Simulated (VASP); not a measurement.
# SnTe (Fm-3m) in VASP: a series of runs

The runs below take SnTe through single point, with PBE.

All numbers are computed with VASP 6.6.1; they aren't measurements. Logs are shortened: lines on timing, memory, paths and dates and some standing lists are left out, and cuts for length are marked.

**What was measured.**

A printed reference work, textbook reports, for a bulk crystal of SnTe at 300 K: band gap 0.18 eV (direct).

The results are compared with them further down.

### Step 1. The cell of the first run

The structure is cubic, space group Fm-3m (No. 225). The conventional cell has a = 5.846 Å, b = 5.846 Å, c = 5.846 Å, α = 90.00°, β = 90.00°, γ = 90.00°. Within 3.8 Å of Sn (site symmetry m-3m) lie 6 Te at 2.92 Å. Within 3.8 Å of Te (site symmetry m-3m) lie 6 Sn at 2.92 Å.

### Step 2. Single point, PBE

The input, INCAR:

```
SYSTEM = SnTe
  PREC = Accurate
  ENCUT = 500
  EDIFF = 1E-6
  ISMEAR = -1
  SIGMA = 0.05
  LREAL = .FALSE.
  LASPH = .TRUE.
  NELM = 120
  ALGO = Normal
  ISIF = 2
  LWAVE = .FALSE.
  LCHARG = .TRUE.
  GGA = PE
  LELF = .TRUE.
  LVHAR = .TRUE.
  NBANDS = 17
  GGA_COMPAT = .FALSE.
```

The input, KPOINTS:

```
regular mesh
0
G
  6 6 6
  0 0 0
```

The input, POSCAR:

```
SnTe
1.0
    0.0000000000      2.9230232076      2.9230232076
    2.9230232076      0.0000000000      2.9230232076
    2.9230232076      2.9230232076      0.0000000000
Sn Te
1 1
Direct
    0.0000000000      0.0000000000      0.0000000000
    0.5000000000      0.5000000000      0.5000000000
```

Potentials or basis: VASP PAW PBE potentials, release 64 (Sn_d, Te).

Command:

```sh
> cat potpaw_PBE.64/Sn_d/POTCAR potpaw_PBE.64/Te/POTCAR > POTCAR
> mpirun -np 1 vasp_std > vasp.out
```

OUTCAR:

```text
SYSTEM = SnTe
   PREC = Accurate
   ENCUT = 500
   EDIFF = 1E-6
   ISMEAR = -1
   LREAL = .FALSE.
   LASPH = .TRUE.
   NELM = 120
   ISIF = 2
   GGA = PE

 ion  position               nearest neighbor table
   1  0.000  0.000  0.000-   2 2.92   2 2.92   2 2.92   2 2.92   2 2.92   2 2.92
   2  0.500  0.500  0.500-   1 2.92   1 2.92   1 2.92   1 2.92   1 2.92   1 2.92

  LATTYP: Found a face centered cubic cell.
 ALAT       =     5.8460464152

  Lattice vectors:

 A1 = (   0.0000000000,   2.9230232076,   2.9230232076)
 A2 = (   2.9230232076,   0.0000000000,   2.9230232076)
 A3 = (   2.9230232076,   2.9230232076,   0.0000000000)

Analysis of symmetry for initial positions (statically):
=====================================================================
 Subroutine PRICEL returns:
 Original cell was already a primitive cell.

 Routine SETGRP: Setting up the symmetry group for a
 face centered cubic supercell.

 Subroutine GETGRP returns: Found 48 space group operations
 (whereof 48 operations were pure point group operations)
 out of a pool of 48 trial point group operations.

The static configuration has the point symmetry O_h .

Analysis of symmetry for dynamics (positions and initial velocities):
=====================================================================
 Subroutine PRICEL returns:
 Original cell was already a primitive cell.

 Routine SETGRP: Setting up the symmetry group for a
 face centered cubic supercell.

 Subroutine GETGRP returns: Found 48 space group operations
 (whereof 48 operations were pure point group operations)
 out of a pool of 48 trial point group operations.

The dynamic configuration has the point symmetry O_h .

 Subroutine INISYM returns: Found 48 space group operations
 (whereof 48 operations are pure point group operations),
 and found     1 'primitive' translations

----------------------------------------------------------------------------------------

                                     Primitive cell

  volume of cell :      49.9490

  direct lattice vectors                    reciprocal lattice vectors
     0.000000000  2.923023208  2.923023208    -0.171055775  0.171055775  0.171055775
     2.923023208  0.000000000  2.923023208     0.171055775 -0.171055775  0.171055775
     2.923023208  2.923023208  0.000000000     0.171055775  0.171055775 -0.171055775

  length of vectors
     4.133779063  4.133779063  4.133779063     0.296277293  0.296277293  0.296277293

  position of ions in fractional coordinates (direct lattice)
     0.000000000  0.000000000  0.000000000
     0.500000000  0.500000000  0.500000000

  ion indices of the primitive-cell ions
   primitive index   ion index
                 1           1
                 2           2

----------------------------------------------------------------------------------------

 KPOINTS: regular mesh

Automatic generation of k-mesh.
 Grid dimensions read from file:
 generate k-points for:    6    6    6

 Generating k-lattice:

  Cartesian coordinates                     Fractional coordinates (reciprocal lattice)
    -0.028509296  0.028509296  0.028509296     0.166666667  0.000000000  0.000000000
     0.028509296 -0.028509296  0.028509296     0.000000000  0.166666667  0.000000000
     0.028509296  0.028509296 -0.028509296     0.000000000  0.000000000  0.166666667

  Length of vectors
     0.049379549  0.049379549  0.049379549

  Shift w.r.t. Gamma in fractional coordinates (k-lattice)
     0.000000000  0.000000000  0.000000000

 Subroutine IBZKPT returns following result:
 ===========================================

 Found     16 irreducible k-points:

 Following reciprocal coordinates:
            Coordinates               Weight
  0.000000  0.000000  0.000000      1.000000
  0.166667  0.000000  0.000000      8.000000
  0.333333  0.000000  0.000000      8.000000
  0.500000  0.000000  0.000000      4.000000
  0.166667  0.166667  0.000000      6.000000
  0.333333  0.166667  0.000000     24.000000
[... 8 lines left out ...]
 -0.333333  0.333333  0.166667     24.000000
 -0.333333  0.500000  0.166667     12.000000
   k-points           NKPTS =     16   k-points in BZ     NKDIM =     16   number of bands    NBANDS=     17
   number of dos      NEDOS =    301   number of ions     NIONS =      2
   total plane-waves  NPLWV =  27000
   dimension x,y,z NGX =    30 NGY =   30 NGZ =   30
   dimension x,y,z NGXF=    60 NGYF=   60 NGZF=   60
   ions per type =               1   1
   NGX,Y,Z   is equivalent  to a cutoff of  12.06, 12.06, 12.06 a.u.
   NGXF,Y,Z  is equivalent  to a cutoff of  24.13, 24.13, 24.13 a.u.
 SYSTEM =  SnTe
   PREC   = accura    normal or accurate (medium, high low for compatibility)
   ISTART =      0    job   : 0-new  1-cont  2-samecut
   ICHARG =      2    charge: 1-file 2-atom 10-const
   ISPIN  =      1    spin polarized calculation?
   LNONCOLLINEAR =      F non collinear calculations
   LSORBIT =      F    spin-orbit coupling
   LASPH  =      T    aspherical Exc in radial PAW
   ENCUT  =  500.0 eV  36.75 Ry    6.06 a.u.   7.54  7.54  7.54*2*pi/ulx,y,z
   NELM   =    120;   NELMIN=  2; NELMDL= -5     # of ELM steps
   EDIFF  = 0.1E-05   stopping-criterion for ELM
   LREAL  =      F    real-space projection
   EDIFFG = 0.1E-04   stopping-criterion for IOM
   NSW    =      0    number of steps for IOM
   IBRION =     -1    ionic relax: 0-MD 1-quasi-New 2-CG
   NFREE  =      0    steps in history (QN), initial steepest desc. (CG)
   ISIF   =      2    stress and relaxation
   ISYM   =      2    0-nonsym 1-usesym 2-fastsym
   POTIM  = 0.5000    time-step for ionic-motion
   TEBEG  =    0.0;   TEEND  =   0.0 temperature during run
   PSTRESS=    0.0 pullay stress
   NELECT =      20.0000    total number of electrons
   NUPDOWN=      -1.0000    fix difference up-down
   EMIN   =  10.00;   EMAX   =-10.00  energy-range for DOS
   EFERMI =   0.00;   METHOD = LEGACY
   ISMEAR =    -1;   SIGMA  =   0.05  broadening in eV -4-tet -1-fermi 0-gaus
   EFERMI_NEDOS =   21; number of points for ismear=-14 and -15
   IALGO  =     38    algorithm
   IMIX   =      4    mixing-type and parameters
     AMIX     =   0.40;   BMIX     =  1.00
     AMIX_MAG =   1.60;   BMIX_MAG =  1.00
  volume/ion in A,a.u.               =      24.97       168.54
[... 47 lines left out ...]
      2     -12.0525      2.00000
      3     -12.0238      2.00000
      4     -12.0205      2.00000
      5     -12.0205      2.00000
      6      -4.3118      2.00000
[... 9 lines left out ...]
     16      15.0823      0.00000
     17      18.4240      0.00000

 k-point     3 :       0.3333    0.0000    0.0000
  band No.  band energies     occupation
      1     -12.0611      2.00000
      2     -12.0611      2.00000
      3     -12.0228      2.00000
      4     -12.0115      2.00000
      5     -12.0115      2.00000
      6      -3.4413      2.00000
[... 9 lines left out ...]
     16      16.8617      0.00000
     17      22.3490      0.00000

 k-point     4 :       0.5000    0.0000    0.0000
  band No.  band energies     occupation
      1     -12.0657      2.00000
      2     -12.0657      2.00000
      3     -12.0224      2.00000
      4     -12.0068      2.00000
      5     -12.0068      2.00000
      6      -2.6954      2.00000
[... 9 lines left out ...]
     16      19.1504      0.00000
     17      19.8465      0.00000

 k-point     5 :       0.1667    0.1667    0.0000
  band No.  band energies     occupation
      1     -12.0615      2.00000
      2     -12.0457      2.00000
      3     -12.0272      2.00000
      4     -12.0178      2.00000
      5     -12.0178      2.00000
      6      -4.2041      2.00000
[... 9 lines left out ...]
     16      16.2303      0.00000
     17      17.4726      0.00000

 k-point     6 :       0.3333    0.1667    0.0000
  band No.  band energies     occupation
      1     -12.0726      2.00000
      2     -12.0488      2.00000
      3     -12.0266      2.00000
      4     -12.0118      2.00000
      5     -12.0094      2.00000
      6      -3.5085      2.00000
[... 9 lines left out ...]
     16      17.8839      0.00000
     17      19.8503      0.00000

 k-point     7 :       0.5000    0.1667    0.0000
  band No.  band energies     occupation
      1     -12.0753      2.00000
      2     -12.0579      2.00000
      3     -12.0213      2.00000
      4     -12.0094      2.00000
      5     -12.0045      2.00000
      6      -2.5951      2.00000
[... 9 lines left out ...]
     16      19.2168      0.00000
     17      20.2644      0.00000

 k-point     8 :      -0.3333    0.1667    0.0000
  band No.  band energies     occupation
      1     -12.0670      2.00000
      2     -12.0631      2.00000
      3     -12.0193      2.00000
      4     -12.0101      2.00000
      5     -12.0090      2.00000
      6      -2.8637      2.00000
[... 9 lines left out ...]
     16      18.6511      0.00000
     17      20.7340      0.00000

 k-point     9 :      -0.1667    0.1667    0.0000
  band No.  band energies     occupation
      1     -12.0603      2.00000
      2     -12.0554      2.00000
      3     -12.0228      2.00000
      4     -12.0170      2.00000
      5     -12.0136      2.00000
      6      -3.8024      2.00000
[... 9 lines left out ...]
     16      17.7941      0.00000
     17      18.4397      0.00000

 k-point    10 :       0.3333    0.3333    0.0000
  band No.  band energies     occupation
      1     -12.0910      2.00000
      2     -12.0395      2.00000
      3     -12.0328      2.00000
      4     -12.0035      2.00000
      5     -12.0035      2.00000
      6      -3.0383      2.00000
[... 9 lines left out ...]
     16      19.7176      0.00000
     17      19.7386      0.00000

 k-point    11 :       0.5000    0.3333    0.0000
  band No.  band energies     occupation
      1     -12.0965      2.00000
      2     -12.0432      2.00000
      3     -12.0303      2.00000
      4     -12.0014      2.00000
      5     -11.9992      2.00000
      6      -2.3065      2.00000
[... 9 lines left out ...]
     16      19.7947      0.00000
     17      20.9922      0.00000

 k-point    12 :      -0.3333    0.3333    0.0000
  band No.  band energies     occupation
      1     -12.0842      2.00000
      2     -12.0543      2.00000
      3     -12.0200      2.00000
      4     -12.0086      2.00000
      5     -12.0027      2.00000
      6      -2.1741      2.00000
[... 9 lines left out ...]
     16      18.1219      0.00000
     17      20.7687      0.00000

 k-point    13 :       0.5000    0.5000    0.0000
  band No.  band energies     occupation
      1     -12.1076      2.00000
      2     -12.0365      2.00000
      3     -12.0356      2.00000
      4     -11.9958      2.00000
      5     -11.9958      2.00000
      6      -2.1011      2.00000
[... 9 lines left out ...]
     16      21.2514      0.00000
     17      21.4651      0.00000

 k-point    14 :       0.5000    0.3333    0.1667
  band No.  band energies     occupation
      1     -12.0819      2.00000
      2     -12.0510      2.00000
      3     -12.0246      2.00000
      4     -12.0083      2.00000
      5     -12.0038      2.00000
      6      -2.7434      2.00000
[... 9 lines left out ...]
     16      18.6872      0.00000
     17      19.7118      0.00000

 k-point    15 :      -0.3333    0.3333    0.1667
  band No.  band energies     occupation
      1     -12.0837      2.00000
      2     -12.0548      2.00000
      3     -12.0171      2.00000
      4     -12.0143      2.00000
      5     -11.9998      2.00000
      6      -2.1717      2.00000
[... 9 lines left out ...]
     16      20.3882      0.00000
     17      20.4685      0.00000

 k-point    16 :      -0.3333    0.5000    0.1667
  band No.  band energies     occupation
      1     -12.0954      2.00000
      2     -12.0468      2.00000
      3     -12.0263      2.00000
      4     -12.0064      2.00000
      5     -11.9958      2.00000
      6      -1.9935      2.00000
[... 9 lines left out ...]
     16      21.2582      0.00000
     17      21.6088      0.00000

------------------------ aborting loop because EDIFF is reached ----------------------------------------

  FORCE on cell =-STRESS in cart. coord.  units (eV):
  Direction    XX          YY          ZZ          XY          YZ          ZX
  --------------------------------------------------------------------------------------
  -------------------------------------------------------------------------------------
  Total        6.2238273      6.2238273      6.2238273     -0.0000000      0.0000000     -0.0000000
  in kB      199.6371348    199.6371348    199.6371348     -0.0000000      0.0000000     -0.0000000
  external PRESSURE =     199.6371348 kB  Pullay stress =       0.0000000 kB

 VOLUME and BASIS-vectors are now :
 -----------------------------------------------------------------------------
  energy-cutoff  :      500.00
  volume of cell :       49.95
      direct lattice vectors                 reciprocal lattice vectors
     0.000000000  2.923023208  2.923023208    -0.171055775  0.171055775  0.171055775
     2.923023208  0.000000000  2.923023208     0.171055775 -0.171055775  0.171055775
     2.923023208  2.923023208  0.000000000     0.171055775  0.171055775 -0.171055775

 POSITION                                       TOTAL-FORCE (eV/Angst)
 -----------------------------------------------------------------------------------
      0.00000      0.00000      0.00000         0.000000      0.000000      0.000000
      2.92302      2.92302      2.92302        -0.000000     -0.000000     -0.000000
 -----------------------------------------------------------------------------------
    total drift:                               -0.000000      0.000000      0.000000

  FREE ENERGIE OF THE ION-ELECTRON SYSTEM (eV)
  ---------------------------------------------------
  free  energy   TOTEN  =        -6.7760599070 eV

  energy  without entropy=       -6.7722057684  energy(sigma->0) =       -6.77413284
```

Wall time 9.3 s (1 thread of Intel Xeon 6975P-C (Granite Rapids), shared host); peak memory 0.17 GiB.

What came out:

- Free energy: -6.7761 eV
- Pressure: 20.0 GPa
- Band gap on the k mesh: zero (band 10 reaches 10.32 eV, above the bottom of band 11 at 10.04 eV)

Caveat: spin-orbit coupling is left out, which moves the levels of the heavy elements.

### Step 3. Single point, PBE

This run uses another cell than the first one, of 27.82 Å³/atom, 1.114 times its volume.

The input, INCAR:

```
  ALGO = Normal
  EDIFF = 1E-6
  ENCUT = 500
  GGA = PE
  GGA_COMPAT = F
  ISIF = 2
  ISMEAR = -1
  LASPH = T
  LCHARG = F
  LREAL = F
  LWAVE = F
  NBANDS = 17
  NELM = 120
  PREC = Accurate
  SIGMA = 0.05
```

The input, KPOINTS:

```
k-points
0
Gamma
  6 6 6
```

The input, POSCAR:

```
SnTe
1.0
    0.0000000000      3.0301943156      3.0301943156
    3.0301943156      0.0000000000      3.0301943156
    3.0301943156      3.0301943156      0.0000000000
Sn Te
1 1
Direct
    0.0000000000      0.0000000000      0.0000000000
    0.5000000000      0.5000000000      0.5000000000
```

Potentials or basis: VASP PAW PBE potentials, release 64 (Sn_d, Te).

Command:

```sh
> cat potpaw_PBE.64/Sn_d/POTCAR potpaw_PBE.64/Te/POTCAR > POTCAR
> mpirun -np 1 vasp_std > vasp.out
```

Wall time 6.6 s (1 thread of Intel Xeon 6975P-C (Granite Rapids), shared host); peak memory 0.17 GiB.

The run converged. Its results:

```yaml
Free_energy: -7.2946 eV
Pressure: 10.0 GPa
Band_gap_on_the_k_mesh: 0.23 eV, direct
```

Levels at points of the mesh, in eV from the valence-band top:
```csv
k point,band 7,band 8,band 9,band 10,band 11,band 12,band 13,band 14
"(0.00, 0.00, 0.00)",-4.09,-2.40,-2.40,-2.40,3.66,3.66,3.66,4.59
"(0.50, 0.00, 0.00)",-8.97,-2.03,-2.03,0.00,0.23,0.23,0.48,8.17
"(0.50, 0.50, 0.00)",-6.51,-6.39,-4.28,-4.28,1.75,5.60,5.60,7.40
```

Caveat: spin-orbit coupling is left out, which moves the levels of the heavy elements. A k mesh can miss the band edges.

### Step 4. Single point, PBE

This run uses another cell than the first one, of 29.81 Å³/atom, 1.194 times its volume.

The input, INCAR:

```
SYSTEM = SnTe
  ALGO = Normal
  EDIFF = 1E-6
  ENCUT = 500
  GGA = PE
  GGA_COMPAT = .False.
  ISIF = 2
  ISMEAR = -1
  LASPH = .True.
  LCHARG = .False.
  LREAL = .False.
  LWAVE = .False.
  NBANDS = 17
  NELM = 120
  PREC = Accurate
  SIGMA = 0.05
```

The input, KPOINTS:

```
k-points
0
Gamma
  6 6 6
  0 0 0
```

The input, POSCAR:

```
SnTe
1.0
    0.0000000000      3.1007854538      3.1007854538
    3.1007854538      0.0000000000      3.1007854538
    3.1007854538      3.1007854538      0.0000000000
Sn Te
1 1
Direct
    0.0000000000      0.0000000000      0.0000000000
    0.5000000000      0.5000000000      0.5000000000
```

Command:

```sh
> cat potpaw_PBE.64/Sn_d/POTCAR potpaw_PBE.64/Te/POTCAR > POTCAR
> mpirun -np 1 vasp_std > vasp.out
```

Run time: 7.7 s. Hardware: 1 thread of Intel Xeon 6975P-C (Granite Rapids), shared host; peak memory 0.17 GiB.

It converged, with:

| Item | Value |
| --- | --- |
| Free energy | -7.4777 eV |
| Pressure | 5.0 GPa |
| Band gap on the k mesh | 0.25 eV, direct |

Levels at points of the mesh, in eV from the valence-band top:
| k point | band 6 | band 7 | band 8 | band 9 | band 10 | band 11 | band 12 | band 13 | band 14 | band 15 |
| --- | --- | --- | --- | --- | --- | --- | --- | --- | --- | --- |
| (0.00, 0.00, 0.00) | -13.15 | -4.46 | -2.25 | -2.25 | -2.25 | 3.47 | 3.47 | 3.47 | 4.68 | 4.68 |
| (0.50, 0.00, 0.00) | -11.74 | -8.59 | -1.90 | -1.90 | 0.00 | 0.25 | 0.31 | 0.31 | 7.92 | 8.91 |
| (0.50, 0.50, 0.00) | -11.39 | -6.49 | -5.91 | -3.96 | -3.96 | 2.00 | 5.19 | 5.19 | 6.79 | 9.15 |

Caveat: spin-orbit coupling is left out, which moves the levels of the heavy elements. A k mesh can miss the band edges.

### Step 5. Single point, PBE

This run uses another cell than the first one, of 32.93 Å³/atom, 1.318 times its volume.

The input, INCAR:

```
SYSTEM = SnTe
PREC = Accurate ; ENCUT = 500
EDIFF = 1E-6 ; ISMEAR = -1
SIGMA = 0.05 ; LREAL = .FALSE.
LASPH = .TRUE. ; NELM = 120
ALGO = Normal ; ISIF = 2
LWAVE = .FALSE. ; LCHARG = .TRUE.
GGA = PE ; LELF = .TRUE.
LVHAR = .TRUE. ; NBANDS = 17
GGA_COMPAT = .FALSE.
```

The input, KPOINTS:

```
Automatic mesh
0
G
  6 6 6
  0 0 0
```

The input, POSCAR:

```
SnTe
1.0
    0.0000000000      3.2051363147      3.2051363147
    3.2051363147      0.0000000000      3.2051363147
    3.2051363147      3.2051363147      0.0000000000
Sn Te
1 1
Direct
    0.0000000000      0.0000000000      0.0000000000
    0.5000000000      0.5000000000      0.5000000000
```

Command:

```sh
> cat potpaw_PBE.64/Sn_d/POTCAR potpaw_PBE.64/Te/POTCAR > POTCAR
> mpirun -np 1 vasp_std > vasp.out
```

It took 12 s on 1 thread of Intel Xeon 6975P-C (Granite Rapids), shared host; peak memory 0.2 GiB.

It converged, with:

| Item | Value |
| --- | --- |
| Free energy | -7.5661 eV |
| Pressure | -0.1 GPa |
| Band gap on the k mesh | 0.05 eV, direct |

Levels at points of the mesh, in eV from the valence-band top:
```
           k point  band 7  band 8  band 9  band 10  band 11  band 12  band 13  band 14
(0.00, 0.00, 0.00)   -4.87   -2.00   -2.00    -2.00     3.25     3.25     3.25     4.85
(0.50, 0.00, 0.00)   -8.06   -1.67   -1.67     0.00     0.05     0.45     0.45     7.67
(0.50, 0.50, 0.00)   -6.43   -5.21   -3.49    -3.49     2.38     4.69     4.69     6.02
```

Caveat: spin-orbit coupling is left out, which moves the levels of the heavy elements.

### Step 6. The runs side by side

| cell | gap on the mesh (eV) | pressure (GPa) |
| --- | --- | --- |
| a = 4.134 Å, angles 60.0°, 2 atoms | none | 20.0 |
| a = 4.285 Å, angles 60.0°, 2 atoms | 0.23 | 10.0 |
| a = 4.385 Å, angles 60.0°, 2 atoms | 0.25 | 5.0 |
| a = 4.533 Å, angles 60.0°, 2 atoms | 0.05 | -0.1 |

Alike in all rows: task single point; level PBE; potentials or basis VASP PAW PBE potentials, release 64 (Sn_d, Te); no spin polarisation; k mesh 6 × 6 × 6; cutoff (eV) 500; smearing fermi-dirac 0.05 eV.

Caveats: spin-orbit coupling is left out, which moves the levels of the heavy elements.

Total energies depend on the potentials used, so only differences within one code and one set of settings carry meaning.

### Step 7. How close it comes

Step 5. Against the measured gap of SnTe, 0.18 eV (direct; 300 K; a printed reference work, textbook), the calculated 0.05 eV is off by -0.13 eV. Spin-orbit coupling on Sn, Te is left out. The value is that of PBE on a finite k mesh, which can miss the band edges, without temperature or zero-point motion. Semilocal functionals fall short of measured gaps as a rule.
